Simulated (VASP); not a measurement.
# BN: convergence, self-consistent run

BN, P1 (no. 1), 2 atoms in the cell. PBE; PAW potentials N, B (PBE set). VASP 6.6.1. The atoms are moved at random off their ideal places.

Wanted: energy within 1 meV/atom; forces within 0.005 eV/Å; pressure within 0.1 GPa.

POSCAR:
```
BN
1.0
    0.0000000000      1.8130010000      1.8130010000
    1.8130010000      0.0000000000      1.8130010000
    1.8130010000      1.8130010000      0.0000000000
N B
1 1
Direct
    0.2401120000      0.2493350000      0.2628610000
    0.0028340000      0.0063430000     -0.0063740000
```

## FFT grids and symmetry tolerance typed by hand

| FFT grids and symmetry tolerance typed by hand | Energy less reference (meV/atom) | Forces, largest deviation (eV/Å) | Pressure (GPa) | SCF iterations | Time (s) |
|---|---|---|---|---|---|
| default | 0.0 | 0.0000 | -0.86 | 13 | 28 |
| NGX, NGY, NGZ = 24, 24, 24 | 0.0 | 0.0000 | -0.86 | 13 | 35 |
| NGX, NGY, NGZ = 16, 16, 16 | 0.0 | 0.0001 | -0.86 | 13 | 13 |
| NGX, NGY, NGZ = 12, 12, 12 | -3.7 | 0.0008 | -0.65 | 13 | 9.8 |
| NGX, NGY, NGZ = 10, 10, 10 | 15.4 | 0.0024 | -4.49 | 13 | 8.2 |
| NGXF, NGYF, NGZF = 28, 28, 28 | 0.0 | 0.0001 | -0.86 | 13 | 25 |
| NGXF, NGYF, NGZF = 54, 54, 54 | 0.0 | 0.0000 | -0.86 | 13 | 24 |
| SYMPREC = 0.001 | 0.0 | 0.0000 | -0.86 | 13 | 24 |
| SYMPREC = 1e-08 | 0.0 | 0.0000 | -0.86 | 13 | 22 |
| EWALD_CUTOFF = 2.0 | -498.4 | 0.2521 | -46.82 | 13 | 21 |
| EWALD_CUTOFF = 8.0 | 0.0 | 0.0000 | -0.86 | 13 | 20 |

Chosen: NGX, NGY, NGZ = 16, 16, 16, the fastest of those that stay within half of the tolerance.

## The input

INCAR:
```
SYSTEM = BN
ALGO = Normal
EDIFF = 1E-7
ENCUT = 450
ISIF = 2
ISMEAR = 0
LASPH = .TRUE.
LCHARG = .FALSE.
LREAL = .FALSE.
LWAVE = .FALSE.
NELM = 100
NGX = 16
NGY = 16
NGZ = 16
PREC = Accurate
SIGMA = 0.02
```

KPOINTS:
```
k-points
0
Gamma
  11 11 11
```

Commands:
```
cat potpaw_PBE.64/N/POTCAR potpaw_PBE.64/B/POTCAR > POTCAR
mpirun -np 1 vasp_std > vasp.out
```

The chosen input took VASP 6.6.1 13 s on 1 core (Intel Xeon 6975P-C (Granite Rapids)), a shared host.

## An input that fails: an FFT grid typed too coarse

It runs to its end, but against the unchanged starting input it is off by 350.0 meV/atom in the energy, 0.1918 eV/Å in the forces, 18.13 GPa in the pressure.

Changes against the starting input:
```
+ NGX = 8
+ NGY = 8
+ NGZ = 8
```
